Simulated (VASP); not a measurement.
# From an Ansatz input to VASP: SnTe$_{2}$ (fluorite)

Ansatz input

```yaml
crystal:
  lattice:
    - [0.0, 3.7010376708, 3.7010376708]
    - [3.7010376708, 0.0, 3.7010376708]
    - [3.7010376708, 3.7010376708, 0.0]
  atoms:
    - { symbol: Sn, position: [0.0, 0.0, 0.0] }
    - { symbol: Te, position: [0.25, 0.25, 0.25] }
    - { symbol: Te, position: [0.75, 0.75, 0.75] }
kpoints:
  mp_grid: { grid: [6, 6, 6] }
  band_path:
    path:
      - [0.0, 0.0, 0.0]
      - [0.5, 0.0, 0.5]
      - [0.5, 0.25, 0.75]
      - [0.375, 0.375, 0.75]
      - [0.5, 0.5, 0.5]
      - [0.625, 0.25, 0.625]
    npoints: 1
hamiltonian:
  xc: r2scan
scf:
  occupations: { method: fermi_dirac, width: 0.02 }
  n_extra_bands: 4
output:
  forces: true
  stress: true
  eigenvalues: true
```

**Question.** Write VASP inputs for this cell and level of theory.

**Answer.** 

INCAR

```
LASPH = .TRUE.
SIGMA = 0.02
NSW = 0
NBANDS = 20
ENCUT = 520
IBRION = -1
ISIF = 2
LELF = .TRUE.
LREAL = .FALSE.
LCHARG = .TRUE.
PREC = Accurate
NELM = 120
ALGO = Normal
LWAVE = .FALSE.
METAGGA = R2SCAN
ISMEAR = -1
EDIFF = 1E-7
```

KPOINTS

```
KPOINTS created by Atomic Simulation Environment
0
Gamma
6 6 6
0 0 0
```

KPOINTS_OPT

```
special points
6
Reciprocal
0.0000000000 0.0000000000 0.0000000000 1
0.5000000000 0.0000000000 0.5000000000 1
0.5000000000 0.2500000000 0.7500000000 1
0.3750000000 0.3750000000 0.7500000000 1
0.5000000000 0.5000000000 0.5000000000 1
0.6250000000 0.2500000000 0.6250000000 1
```

POSCAR

```
Sn Te
 1.0000000000000000
    -0.0000000000000000    3.7010376708088639    3.7010376708088639
     3.7010376708088639   -0.0000000000000000    3.7010376708088639
     3.7010376708088639    3.7010376708088639   -0.0000000000000000
 Sn  Te
   1   2
Cartesian
  0.0000000000000000  0.0000000000000000 -0.0000000000000000
  1.8505188354044317  1.8505188354044317  1.8505188354044317
  5.5515565062132950  5.5515565062132950  5.5515565062132950
```

VASP ran with the recommended PBE PAW datasets (26 valence electrons in the cell). Other inputs would serve too.

|  | Ansatz | VASP |
| --- | --- | --- |
| gap between bands v and c | -2.19 eV (bands overlap: a metal) | -2.19 eV (bands overlap: a metal) |
| least direct gap | 0.00 eV | 0.00 eV |
| pressure | 0.0 GPa | 0.0 GPa |

Each program uses its own PAW datasets. VASP's cell holds 26 valence electrons and Ansatz's 46. Ansatz's stress includes a Pulay correction; VASP's doesn't.
